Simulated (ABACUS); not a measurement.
Runs of ABACUS 3.10.1 on Si2Mo. Symmetry: I4/mmm, No. 139, tetragonal system. Conventional cell: a = 3.200 Å, b = 3.200 Å, c = 7.861 Å, α = 90.00°, β = 90.00°, γ = 90.00°. Mo (site symmetry 4/mmm) has 10 Si at 2.62 Å as nearest neighbours. Si (site symmetry 4mm) is surrounded by 5 Si at 2.61 to 2.63 Å and 5 Mo at 2.62 Å. 

```tsv
task	potentials or basis	cutoff (eV)	SCF threshold on the density	eigensolver	gap on the mesh (eV)	pressure (GPa)	V0 of scaled cells (Å³/atom)	B0 (GPa)	largest force (eV/Å)
single point	PseudoDojo NC SR 0.4.1 PBE standard, plane waves	1102	1e-08	dav	none	2.3	-	-	(a)
single point	PseudoDojo NC SR 0.4.1 PBE standard, DZP LCAO (the cutoffs set its grid)	1361	1e-07	genelpa	none	(c)	-	-	0.26
single point	PseudoDojo NC SR 0.4.1 PBE standard, TZDP LCAO (the cutoffs set its grid)	1361	1e-07	genelpa	none	(d)	-	-	0.27
equation of state	PseudoDojo NC SR 0.4.1 PBE standard, plane waves	1102	1e-08	dav	-	-	13.56	208	-
equation of state	PseudoDojo NC SR 0.4.1 PBE standard, DZP LCAO (the cutoffs set its grid)	1361	1e-07	genelpa	-	-	13.62	(b)	-
equation of state	PseudoDojo NC SR 0.4.1 PBE standard, TZDP LCAO (the cutoffs set its grid)	1361	1e-07	genelpa	-	-	13.58	207	-
```

Alike in all rows: level PBE; no spin polarisation; cell as given; k mesh 12 × 12 × 12; smearing fermi-dirac 0.05 eV.

Estimate the missing entries.

(a) 0.28; (b) 203; (c) 3.2; (d) 2.5.

Caveats: the atomic orbitals were generated for these runs and aren't a published set (some runs); the basis of atomic orbitals isn't converged, which shifts pressures, moduli and gaps (some runs); the cell was scaled at fixed shape and fractional positions, which overstates the stiffness of a crystal with free parameters, most of all of layers and chains (some runs); there are fewer bands than atomic start orbitals, so a level may be missed at k points of high symmetry (some runs).

A k mesh can miss the band edges, and the runs leave out spin-orbit coupling on Mo.

A gap of «none» marks a metal or a gap under the smearing width.

Not every run made on this cell is shown here.
